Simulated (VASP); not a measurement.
# Ti (P6_3/mmc) in VASP: notebook

One crystal, Ti, is run at these levels: PBEsol, PBE+D3(BJ); tasks: relaxation of cell and atoms, relaxation of shape and atoms at fixed volume.

Everything below comes from runs of VASP 6.6.1. Logs are shortened: lines on timing, memory, paths and dates and some standing lists are left out, and cuts for length are marked.

## 1. The structure

It takes space group P6_3/mmc (No. 194, hexagonal). The conventional cell has a = 2.950 Å, b = 2.950 Å, c = 4.680 Å, α = 90.00°, β = 90.00°, γ = 120.00°. Ti (site symmetry -6m2) is surrounded by 12 Ti at 2.89 to 2.95 Å.

## 2. Relaxation of cell and atoms, PBEsol

The input, INCAR:

```
SYSTEM = Ti
  ALGO = Normal
  EDIFF = 1E-6
  EDIFFG = -0.01
  ENCUT = 600
  GGA = PS
  IBRION = 2
  ISIF = 3
  ISMEAR = 1
  LASPH = .True.
  LCHARG = .False.
  LREAL = .False.
  LWAVE = .False.
  NELM = 80
  NSW = 90
  PREC = Accurate
  SIGMA = 0.1
```

The input, KPOINTS:

```
k-points
0
Gamma
  15 15 8
  0 0 0
```

The input, POSCAR:

```
Ti
1.0
    2.9500000000      0.0000000000      0.0000000000
   -1.4750000000      2.5547749412      0.0000000000
    0.0000000000      0.0000000000      4.6800000000
Ti
2
Direct
    0.3333333333      0.6666666667      0.2500000000
    0.6666666667      0.3333333333      0.7500000000
```

Potentials or basis: VASP PAW PBE potentials, release 64 (Ti_sv).

Launch:

```bash
cat potpaw_PBE.64/Ti_sv/POTCAR > POTCAR
mpirun -np 1 vasp_std > vasp.out
```

OUTCAR:

```text
SYSTEM = Ti
   EDIFF = 1E-6
   EDIFFG = -0.01
   ENCUT = 600
   GGA = PS
   IBRION = 2
   ISIF = 3
   ISMEAR = 1
   LASPH = .True.
   LREAL = .False.
   NELM = 80
   NSW = 90
   PREC = Accurate

 ion  position               nearest neighbor table
   1  0.333  0.667  0.250-   2 2.89   2 2.89   2 2.89   2 2.89   2 2.89   2 2.89
   2  0.667  0.333  0.750-   1 2.89   1 2.89   1 2.89   1 2.89   1 2.89   1 2.89

  LATTYP: Found a hexagonal cell.
 ALAT       =     2.9500000000
 C/A-ratio  =     1.5864406780

  Lattice vectors:

 A1 = (   2.9500000000,   0.0000000000,   0.0000000000)
 A2 = (  -1.4750000000,   2.5547749412,   0.0000000000)
 A3 = (   0.0000000000,   0.0000000000,   4.6800000000)

Analysis of symmetry for initial positions (statically):
=====================================================================
 Subroutine PRICEL returns:
 Original cell was already a primitive cell.

 Routine SETGRP: Setting up the symmetry group for a
 hexagonal supercell.

 Subroutine GETGRP returns: Found 24 space group operations
 (whereof 12 operations were pure point group operations)
 out of a pool of 24 trial point group operations.

The static configuration has the point symmetry D_3d.
 The point group associated with its full space group is D_6h.

Analysis of symmetry for dynamics (positions and initial velocities):
=====================================================================
 Subroutine PRICEL returns:
 Original cell was already a primitive cell.

 Routine SETGRP: Setting up the symmetry group for a
 hexagonal supercell.

 Subroutine GETGRP returns: Found 24 space group operations
 (whereof 12 operations were pure point group operations)
 out of a pool of 24 trial point group operations.

The dynamic configuration has the point symmetry D_3d.
 The point group associated with its full space group is D_6h.

 Subroutine INISYM returns: Found 24 space group operations
 (whereof 12 operations are pure point group operations),
 and found     1 'primitive' translations

----------------------------------------------------------------------------------------

                                     Primitive cell

  volume of cell :      35.2712

  direct lattice vectors                    reciprocal lattice vectors
     2.950000000  0.000000000  0.000000000     0.338983051  0.195711956  0.000000000
    -1.475000000  2.554774941  0.000000000     0.000000000  0.391423911  0.000000000
     0.000000000  0.000000000  4.680000000     0.000000000  0.000000000  0.213675214

  length of vectors
     2.950000000  2.950000000  4.680000000     0.391423911  0.391423911  0.213675214

  position of ions in fractional coordinates (direct lattice)
     0.333333333  0.666666667  0.250000000
     0.666666667  0.333333333  0.750000000

  ion indices of the primitive-cell ions
   primitive index   ion index
                 1           1
                 2           2

----------------------------------------------------------------------------------------

 KPOINTS: k-points

Automatic generation of k-mesh.
 Grid dimensions read from file:
 generate k-points for:   15   15    8

 Generating k-lattice:

  Cartesian coordinates                     Fractional coordinates (reciprocal lattice)
     0.022598870  0.013047464  0.000000000     0.066666667 -0.000000000  0.000000000
     0.000000000  0.026094927  0.000000000     0.000000000  0.066666667  0.000000000
     0.000000000  0.000000000  0.026709402     0.000000000  0.000000000  0.125000000

  Length of vectors
     0.026094927  0.026094927  0.026709402

  Shift w.r.t. Gamma in fractional coordinates (k-lattice)
     0.000000000  0.000000000  0.000000000

 Subroutine IBZKPT returns following result:
 ===========================================

 Found    135 irreducible k-points:

 Following reciprocal coordinates:
            Coordinates               Weight
  0.000000  0.000000  0.000000      1.000000
  0.066667  0.000000  0.000000      6.000000
  0.133333  0.000000  0.000000      6.000000
  0.200000  0.000000  0.000000      6.000000
  0.266667  0.000000  0.000000      6.000000
  0.333333  0.000000  0.000000      6.000000
[... 16 lines left out ...]
  0.333333  0.200000  0.000000     12.000000
  0.400000  0.200000  0.000000      6.000000
 [... further k-points ...]
   k-points           NKPTS =    135   k-points in BZ     NKDIM =    135   number of bands    NBANDS=     16
   number of dos      NEDOS =    301   number of ions     NIONS =      2
   total plane-waves  NPLWV =  23040
   dimension x,y,z NGX =    24 NGY =   24 NGZ =   40
   dimension x,y,z NGXF=    48 NGYF=   48 NGZF=   80
   ions per type =               2
   NGX,Y,Z   is equivalent  to a cutoff of  13.53, 13.53, 14.21 a.u.
   NGXF,Y,Z  is equivalent  to a cutoff of  27.05, 27.05, 28.42 a.u.
 SYSTEM =  Ti
   PREC   = accura    normal or accurate (medium, high low for compatibility)
   ISTART =      0    job   : 0-new  1-cont  2-samecut
   ICHARG =      2    charge: 1-file 2-atom 10-const
   ISPIN  =      1    spin polarized calculation?
   LNONCOLLINEAR =      F non collinear calculations
   LSORBIT =      F    spin-orbit coupling
   LASPH  =      T    aspherical Exc in radial PAW
   ENCUT  =  600.0 eV  44.10 Ry    6.64 a.u.   5.89  5.89  9.35*2*pi/ulx,y,z
   NELM   =     80;   NELMIN=  2; NELMDL= -5     # of ELM steps
   EDIFF  = 0.1E-05   stopping-criterion for ELM
   LREAL  =      F    real-space projection
   EDIFFG = -.1E-01   stopping-criterion for IOM
   NSW    =     90    number of steps for IOM
   IBRION =      2    ionic relax: 0-MD 1-quasi-New 2-CG
   NFREE  =      1    steps in history (QN), initial steepest desc. (CG)
   ISIF   =      3    stress and relaxation
   ISYM   =      2    0-nonsym 1-usesym 2-fastsym
   POTIM  = 0.5000    time-step for ionic-motion
   TEBEG  =    0.0;   TEEND  =   0.0 temperature during run
   PSTRESS=    0.0 pullay stress
   NELECT =      24.0000    total number of electrons
   NUPDOWN=      -1.0000    fix difference up-down
   EMIN   =  10.00;   EMAX   =-10.00  energy-range for DOS
   EFERMI =   0.00;   METHOD = LEGACY
   ISMEAR =     1;   SIGMA  =   0.10  broadening in eV -4-tet -1-fermi 0-gaus
   EFERMI_NEDOS =   21; number of points for ismear=-14 and -15
   IALGO  =     38    algorithm
   IMIX   =      4    mixing-type and parameters
     AMIX     =   0.40;   BMIX     =  1.00
     AMIX_MAG =   1.60;   BMIX_MAG =  1.00
  volume/ion in A,a.u.               =      17.64       119.01
  Fermi-wavevector in a.u.,A,eV,Ry     =   1.439920  2.721055 28.209912  2.073370
  Thomas-Fermi vector in A             =   2.558722
   LORBIT       =      0    0 simple, 1 ext, 2 COOP (PROOUT), +10 PAW based schemes
   GGA     = PS    functional components
   LHFCALC =     F    Hartree Fock is set to
   AEXX    =    0.0000 exact exchange contribution
   IVDW    =     0    specifies the selected vdW correction
   LEPSILON=     F    determine dielectric tensor
   LRPA    =     F    only Hartree local field effects (RPA)
 conjugate gradient relaxation of ions
 non-spin polarized calculation
 Methfessel and Paxton  Order N= 1 SIGMA  =   0.10
  energy-cutoff  :      600.00
  volume of cell :       35.27
 maximum number of plane-waves:      1194
 NGX is ok and might be reduce to    24
   NGX = 11   NGY = 11   NGZ = 19

--------------------------------------- Ionic step        1  -------------------------------------------

 number of electron      23.9999997 magnetization

 Free energy of the ion-electron system (eV)
  ---------------------------------------------------
  ext. energy  EPLUGINS =         0.00000000
  ---------------------------------------------------
  free energy    TOTEN  =       -16.64196217 eV

  energy without entropy =      -16.64259731  energy(sigma->0) =      -16.64217388

------------------------ aborting loop because EDIFF is reached ----------------------------------------

  FORCE on cell =-STRESS in cart. coord.  units (eV):
  Direction    XX          YY          ZZ          XY          YZ          ZX
  --------------------------------------------------------------------------------------
  -------------------------------------------------------------------------------------
  Total       -1.2749922     -1.2749922     -1.3672536      0.0000000     -0.0000000      0.0000000
  in kB      -57.9158700    -57.9158700    -62.1067981      0.0000000     -0.0000000      0.0000000
  external PRESSURE =     -59.3128460 kB  Pullay stress =       0.0000000 kB
[... 201 lines left out ...]
  energy  without entropy=      -16.6792721714  energy(sigma->0) =      -16.67911573

--------------------------------------- Ionic step        7  -------------------------------------------

 number of electron      23.9999997 magnetization

 Free energy of the ion-electron system (eV)
  ---------------------------------------------------
  ext. energy  EPLUGINS =         0.00000000
  ---------------------------------------------------
  free energy    TOTEN  =       -16.67906826 eV

  energy without entropy =      -16.67944924  energy(sigma->0) =      -16.67919526

 E-fermi :   8.6524     XC(G=0): -11.8286

 val. band max:        8.6522543571   @ k =   0.0000   0.0000   0.3750
 cond. band min:       8.6572198713   @ k =   0.0667   0.0000   0.2500
 fundamental gap:      0.0049655142
 Fermi energy:         8.6523791210

 k-point     1 :       0.0000    0.0000    0.0000
  band No.  band energies     occupation
      1     -47.9283      2.00000
      2     -47.7612      2.00000
      3     -24.6789      2.00000
      4     -23.9335      2.00000
      5     -23.9335      2.00000
      6     -23.8540      2.00000
[... 8 lines left out ...]
     15       9.9670     -0.00000
     16       9.9670     -0.00000
[... 420 lines left out ...]
  band No.  band energies     occupation
      1     -47.7709      2.00000
      2     -47.7372      2.00000
      3     -24.4184      2.00000
      4     -24.2770      2.00000
      5     -24.2677      2.00000
      6     -24.1917      2.00000
[... 8 lines left out ...]
     15      10.0512     -0.00000
     16      11.8519      0.00000

 [... further k-points ...]

------------------------ aborting loop because EDIFF is reached ----------------------------------------

  FORCE on cell =-STRESS in cart. coord.  units (eV):
  Direction    XX          YY          ZZ          XY          YZ          ZX
  --------------------------------------------------------------------------------------
  -------------------------------------------------------------------------------------
  Total       -0.0131187     -0.0131187      0.0037245      0.0000000      0.0000000      0.0000000
  in kB       -0.6298729     -0.6298729      0.1788241      0.0000000      0.0000000      0.0000000
  external PRESSURE =      -0.3603072 kB  Pullay stress =       0.0000000 kB
[... 17 lines left out ...]
  FREE ENERGIE OF THE ION-ELECTRON SYSTEM (eV)
  ---------------------------------------------------
  free  energy   TOTEN  =       -16.6790682635 eV

  energy  without entropy=      -16.6794492420  energy(sigma->0) =      -16.67919526

 reached required accuracy - stopping structural energy minimisation
```

Run time: 6.9 min. Hardware: 1 thread of Intel Xeon Platinum 8375C at 2.90GHz (Ice Lake), shared host; peak memory 0.22 GiB.

Results:

- Free energy: -16.6791 eV
- Relaxed volume: 16.68 Å³/atom
- Relaxed cell: a = 2.902 Å, b = 2.902 Å, c = 4.575 Å, α = 90.00°, β = 90.00°, γ = 120.00°
- Space group after relaxing (to 0.05 Å): P6_3/mmc (No. 194)
- Energy gained by relaxing: 18.6 meV/atom
- Ionic steps: 7
- Pressure after relaxing: 0.0 GPa
- Band gap on the k mesh: none (metal or under the smearing width)

The path:
| step | energy change (eV) | largest force (eV/Å) | pressure (GPa) | volume (Å³) |
| --- | --- | --- | --- | --- |
| 1 | 0.0000 | 0.0000 | -5.93 | 35.27 |
| 2 | -0.0166 | 0.0000 | 5.09 | 32.04 |
| 3 | -0.0370 | 0.0000 | -0.01 | 33.37 |
| 4 | -0.0370 | 0.0000 | 0.11 | 33.33 |
| 5 | -0.0371 | 0.0000 | -0.02 | 33.38 |
| 6 | -0.0371 | 0.0000 | -0.15 | 33.41 |
| 7 | -0.0371 | 0.0000 | -0.04 | 33.37 |

Final structure:
```cif
data_structure
_symmetry_space_group_name_H-M 'P 1'
_symmetry_Int_Tables_number 1
_cell_length_a 2.9021
_cell_length_b 2.9021
_cell_length_c 4.5750
_cell_angle_alpha 90.000
_cell_angle_beta 90.000
_cell_angle_gamma 120.000
_cell_volume 33.37
loop_
_atom_site_label
_atom_site_type_symbol
_atom_site_fract_x
_atom_site_fract_y
_atom_site_fract_z
_atom_site_occupancy
Ti1 Ti 0.33333 0.66667 0.25000 1
Ti2 Ti 0.66667 0.33333 0.75000 1
```

Caveat: the PAW data sets were made with another functional, which shifts forces and pressure a little.

## 3. Relaxation of cell and atoms, PBEsol

This run uses another cell than the first one, of 16.68 Å³/atom, 0.946 times its volume.

INCAR, as its differences from that of step 2:

```diff
@@ -2,4 +2,4 @@
   ALGO = Normal
-  EDIFF = 1E-6
-  EDIFFG = -0.01
+  EDIFF = 1E-7
+  EDIFFG = -0.005
   ENCUT = 600
```

KPOINTS is that of step 2.

The input, POSCAR:

```
Ti                                      
1.0
    2.9021000120      0.0000000000      0.0000000000
   -1.4510500060      2.5132923347      0.0000000000
    0.0000000000     -0.0000000000      4.5750142022
  Ti            
     2
Direct
     0.3333333332999970    0.6666666667000030    0.2500000000000000
     0.6666666667000030    0.3333333332999970    0.7500000000000000
```

Potentials or basis: VASP PAW PBE potentials, release 64 (Ti_sv).

Launch:

```bash
cat potpaw_PBE.64/Ti_sv/POTCAR > POTCAR
mpirun -np 1 vasp_std > vasp.out
```

Wall time 99 s (1 thread of Intel Xeon Platinum 8375C at 2.90GHz (Ice Lake), shared host); peak memory 0.21 GiB.

Results (log left out):

```
Free energy             : -16.6782 eV
Pressure after relaxing : 0.0 GPa
Band gap on the k mesh  : none (metal or under the smearing width)
```

Final structure:
```
CELL_PARAMETERS angstrom
2.90210 0.00000 0.00000
-1.45105 2.51329 0.00000
0.00000 0.00000 4.57501
ATOMIC_POSITIONS crystal
Ti 0.33333 0.66667 0.25000
Ti 0.66667 0.33333 0.75000
```

Levels at points of the mesh, in eV from the Fermi level:
| k point | band 10 | band 11 | band 12 | band 13 | band 14 | band 15 |
| --- | --- | --- | --- | --- | --- | --- |
| (0.00, 0.00, 0.00) | -2.81 | 0.78 | 0.78 | 0.92 | 0.93 | 1.31 |
| (0.00, 0.00, 0.50) | -4.39 | 0.09 | 0.09 | 0.67 | 0.67 | 0.67 |

Caveat: the relaxation stopped at its first step, so nothing moved; the PAW data sets were made with another functional, which shifts forces and pressure a little.

## 4. Relaxation of cell and atoms, PBE+D3(BJ)

The input, INCAR:

```
PREC = Accurate
ENCUT = 600
EDIFF = 1E-6
ISMEAR = 1
SIGMA = 0.1
LREAL = False
LASPH = True
NELM = 80
ALGO = Normal
ISIF = 3
LWAVE = False
LCHARG = False
GGA = PE
IVDW = 12
IBRION = 2
NSW = 90
EDIFFG = -0.01
```

The input, KPOINTS:

```
Automatic mesh
0
Gamma
  15 15 8
```

The input, POSCAR:

```
Ti
1.0
    2.9500000000      0.0000000000      0.0000000000
   -1.4750000000      2.5547749412      0.0000000000
    0.0000000000      0.0000000000      4.6800000000
Ti
2
Direct
    0.3333333333      0.6666666667      0.2500000000
    0.6666666667      0.3333333333      0.7500000000
```

Potentials or basis: VASP PAW PBE potentials, release 64 (Ti_sv).

Launch:

```bash
cat potpaw_PBE.64/Ti_sv/POTCAR > POTCAR
mpirun -np 1 vasp_std > vasp.out
```

OUTCAR:

```text
PREC = Accurate
   ENCUT = 600
   EDIFF = 1E-6
   ISMEAR = 1
   LREAL = False
   LASPH = True
   NELM = 80
   ISIF = 3
   GGA = PE
   IVDW = 12
   IBRION = 2
   NSW = 90
   EDIFFG = -0.01
 IVDW          = 12

 ion  position               nearest neighbor table
   1  0.333  0.667  0.250-   2 2.89   2 2.89   2 2.89   2 2.89   2 2.89   2 2.89
   2  0.667  0.333  0.750-   1 2.89   1 2.89   1 2.89   1 2.89   1 2.89   1 2.89

  LATTYP: Found a hexagonal cell.
 ALAT       =     2.9500000000
 C/A-ratio  =     1.5864406780

  Lattice vectors:

 A1 = (   2.9500000000,   0.0000000000,   0.0000000000)
 A2 = (  -1.4750000000,   2.5547749412,   0.0000000000)
 A3 = (   0.0000000000,   0.0000000000,   4.6800000000)

Analysis of symmetry for initial positions (statically):
=====================================================================
 Subroutine PRICEL returns:
 Original cell was already a primitive cell.
[... 376 lines left out ...]

 number of electron      24.0000003 magnetization

 Free energy of the ion-electron system (eV)
  ---------------------------------------------------
  ext. energy  EPLUGINS =         0.00000000
  ---------------------------------------------------
  free energy    TOTEN  =       -15.63658914 eV

  energy without entropy =      -15.63674771  energy(sigma->0) =      -15.63664199

 E-fermi :   8.9400     XC(G=0): -11.7566

 val. band max:        8.9285481767   @ k =   0.0000   0.0000   0.3750
 cond. band min:       8.9403372239   @ k =   0.0667   0.0000   0.2500
 fundamental gap:      0.0117890472
 Fermi energy:         8.9400316304

 k-point     1 :       0.0000    0.0000    0.0000
  band No.  band energies     occupation
      1     -47.8507      2.00000
      2     -47.6790      2.00000
      3     -24.5107      2.00000
      4     -23.7445      2.00000
      5     -23.7445      2.00000
      6     -23.6645      2.00000
[... 433 lines left out ...]
      3     -24.2487      2.00000
      4     -24.1041      2.00000
      5     -24.0873      2.00000
      6     -24.0130      2.00000
[... 8 lines left out ...]
     15      10.3533     -0.00000
     16      12.1720      0.00000

 [... further k-points ...]

------------------------ aborting loop because EDIFF is reached ----------------------------------------

 Edisp (eV)   -1.27362

 E8    (eV) :    -0.6048
[... 25 lines left out ...]
  FREE ENERGIE OF THE ION-ELECTRON SYSTEM (eV)
  ---------------------------------------------------
  free  energy   TOTEN  =       -16.9102051778 eV

  energy  without entropy=      -16.9103637462  energy(sigma->0) =      -16.91025803

 reached required accuracy - stopping structural energy minimisation
```

Wall time 5.4 min (1 thread of Intel Xeon Platinum 8488C (Sapphire Rapids), shared host); peak memory 0.23 GiB.

What came out:

```yaml
Free_energy: -16.9102 eV
Relaxed_volume: 16.45 Å³/atom
Relaxed_cell: a = 2.886 Å, b = 2.886 Å, c = 4.561 Å, α = 90.00°, β = 90.00°, γ = 120.00°
Space_group_after_relaxing_to_0.05_Å: P6_3/mmc (No. 194)
Energy_gained_by_relaxing: 28.7 meV/atom
Ionic_steps: 10
Pressure_after_relaxing: 0.0 GPa
Band_gap_on_the_k_mesh: none (metal or under the smearing width)
Dispersion_energy_per_atom: -0.637 eV
```

Stress tensor (GPa, compression positive):
```
 0.04  0.00  0.00
 0.00  0.04  0.00
 0.00  0.00 -0.04
```

The path:
```
step  energy change (eV)  largest force (eV/Å)  pressure (GPa)  volume (Å³)
   1              0.0000                0.0000           -7.36        35.27
   2             -0.0258                0.0000            6.49        31.29
   3             -0.0574                0.0000           -0.05        32.91
   4             -0.0574                0.0000            0.11        32.87
   5             -0.0574                0.0000           -0.01        32.92
   6             -0.0574                0.0000           -0.13        32.94
   7             -0.0574                0.0000           -0.20        32.94
   8             -0.0574                0.0000           -0.19        32.93
   9             -0.0574                0.0000           -0.08        32.92
  10             -0.0574                0.0000            0.01        32.90
```

Final structure:
```cif
data_structure
_symmetry_space_group_name_H-M 'P 1'
_symmetry_Int_Tables_number 1
_cell_length_a 2.8859
_cell_length_b 2.8859
_cell_length_c 4.5609
_cell_angle_alpha 90.000
_cell_angle_beta 90.000
_cell_angle_gamma 120.000
_cell_volume 32.90
loop_
_atom_site_label
_atom_site_type_symbol
_atom_site_fract_x
_atom_site_fract_y
_atom_site_fract_z
_atom_site_occupancy
Ti1 Ti 0.33333 0.66667 0.25000 1
Ti2 Ti 0.66667 0.33333 0.75000 1
```

Caveat: pairwise dispersion overbinds metals, which lowers pressure and volume.

(Continued in part 2 of 2.)
